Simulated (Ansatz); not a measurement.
**Phonons of BaS in the zincblende structure**

Computed with Ansatz (plane waves, PAW, 420 eV cutoff): PBEsol, scalar-relativistic, no spin polarisation, Gaussian smearing of 0.05 eV. The datasets are Ansatz's generated set soft_2.

```cif
data_structure
_symmetry_space_group_name_H-M 'P 1'
_symmetry_Int_Tables_number 1
_cell_length_a 4.9052
_cell_length_b 4.9052
_cell_length_c 4.9052
_cell_angle_alpha 60.000
_cell_angle_beta 60.000
_cell_angle_gamma 60.000
_cell_volume 83.45
loop_
_atom_site_label
_atom_site_type_symbol
_atom_site_fract_x
_atom_site_fract_y
_atom_site_fract_z
_atom_site_occupancy
Ba1 Ba 0.00000 0.00000 0.00000 1
S1 S 0.25000 0.25000 0.25000 1
```

This is a trial structure; measured cells of the compound in the Crystallography Open Database are in space group Fm-3m (rock salt).

Force constants come from finite displacements in a 2×2×2 supercell (the unit cell's 6×6×6 k-mesh, folded to it); the long-range dipole term is included. Points in reciprocal vectors of this cell: Γ = (0.000, 0.000, 0.000), X = (-0.500, -0.500, 0.000), U = (-0.375, -0.375, 0.250), K = (-0.375, 0.000, 0.375), L = (0.000, 0.000, 0.500), W = (-0.500, -0.250, 0.250).

Frequencies at the named points (cm⁻¹, imaginary ones negative):
```
point               ω (cm⁻¹)
    Γ      0 0 0 193 193 256
    X  52 52 117 180 180 221
    U  46 78 107 182 189 209
    K  46 78 107 182 189 209
    L  27 27 116 187 187 218
    W  67 70 104 183 192 203
```

Is the structure dynamically stable along this path, and where does the spectrum end?

Yes: no branch is imaginary beyond numerical noise. The highest frequency is 256 cm⁻¹, at Γ. Points that don't fit the supercell are interpolated.

What does the harmonic approximation give for the vibrational free energy, entropy and heat capacity?

Zero-point energy 24.3 meV/atom.
| T (K) | F_vib (meV/atom) | S (J/K per mole of atoms) | C_V (J/K per mole of atoms) |
| --- | --- | --- | --- |
| 100 | 15.4 | 18.6 | 18.1 |
| 200 | -11.9 | 33.0 | 22.8 |
| 300 | -51.3 | 42.5 | 23.9 |
| 400 | -99.1 | 49.4 | 24.4 |
| 500 | -153.2 | 54.9 | 24.6 |
| 600 | -212.5 | 59.4 | 24.7 |
| 700 | -276.1 | 63.2 | 24.7 |
| 800 | -343.3 | 66.5 | 24.8 |
| 900 | -413.7 | 69.4 | 24.8 |
| 1000 | -487.1 | 72.0 | 24.8 |

The highest mode, 256 cm⁻¹, is worth 370 K. At 300 K the heat capacity has reached 96 % of the classical limit 3R = 24.9 J/K per mole of atoms: a mode at k_BT already holds 92 % of its classical share, and one at 1.5 k_BT 83 %.

Cost: 9.7 s on 4 threads of AMD EPYC 9R45 96-Core Processor (Zen 5) (shared host), peak memory 1.7 GiB.

 Spin–orbit coupling, which matters for such heavy elements, is left out.
